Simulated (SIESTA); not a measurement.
# Ti in SIESTA: convergence with vacuum

Input of the first run (vacuum 6); the others differ in this setting and in those tied to it:

File Ti.fdf:

```
SystemName                      Ti
SystemLabel                     Ti
NumberOfSpecies                 1
NumberOfAtoms                   5
%block ChemicalSpeciesLabel
  1  22 Ti
%endblock ChemicalSpeciesLabel

LatticeConstant                 1.0 Ang
%block LatticeVectors
     2.8708535316     0.0000000000     0.0000000000
    -1.4354267658     2.4862320889     0.0000000000
     0.0000000000     0.0000000000    15.3762000000
%endblock LatticeVectors
AtomicCoordinatesFormat         Fractional
%block AtomicCoordinatesAndAtomicSpecies
     0.6666666667     0.3333333333     0.1951067234  1  Ti
     0.3333333333     0.6666666667     0.3475528474  1  Ti
     0.0000000000     0.0000000000     0.4999989715  1  Ti
     0.6666666667     0.3333333333     0.6524450956  1  Ti
     0.3333333333     0.6666666667     0.8048912197  1  Ti
%endblock AtomicCoordinatesAndAtomicSpecies

%block kgrid.MonkhorstPack
    8   0   0  0.0
    0   8   0  0.0
    0   0   1  0.0
%endblock kgrid.MonkhorstPack
XC.Functional                   GGA
XC.Authors                      PBE
PAO.BasisSize                   DZP
PAO.EnergyShift                 0.003 Ry
Mesh.Cutoff                     800 Ry
OccupationFunction              FD
ElectronicTemperature           0.05 eV
Slab.DipoleCorrection           vacuum
MaxSCFIterations                120
SCF.MustConverge                false
SCF.Mixer.Method                Pulay
SCF.Mixer.Weight                0.25
SCF.Mixer.History               8
SCF.DM.Tolerance                5.0e-05
SCF.H.Tolerance                 1.0e-03 eV
WriteForces                     true
Charge.Mulliken                 end
%block PAO.Basis
  Ti 5
  n=3 0 2
    3.144 0.000
  n=4 0 2
    8.756 0.000
  n=3 1 2
    3.568 0.000
  n=4 1 1
    8.756
  n=3 2 2
    6.267 0.000
%endblock PAO.Basis
```

Potentials or basis: PseudoDojo 0.4 standard (PBE files), DZP (energy shift 0.003 Ry; two zetas on semicore shells).

Run with:

```sh
$ siesta Ti.fdf > Ti.out 2>&1
```

The slab is cut from a database's or a generator's crystal, which needn't be the stable form of the element.

Hardware: 1 thread of Arm Neoverse V2 (shared host).

```
vacuum  energy less the tightest run, at zero smearing (meV/atom)  largest force (eV/Å)  SCF cycles  CPU time (s)  peak memory (GiB)
     6                                                     -15.51                 0.531          21           210               0.64
     8                                                      -0.26                 0.527          22           220               0.64
    10                                                       0.00                 0.525          28           280               0.68
    12                                                       0.00                 0.525          27           260               0.67
    15                                                       0.00                 0.525          27           260               0.68
    20                                                       0.00                 0.525          26           250               0.67
```

Against the tightest run, the energy stays within 1 meV/atom from 8 on; the largest force stays within 0.005 eV/Å from 8 on. The tightest run that finished is the yardstick and may itself not be fully converged.
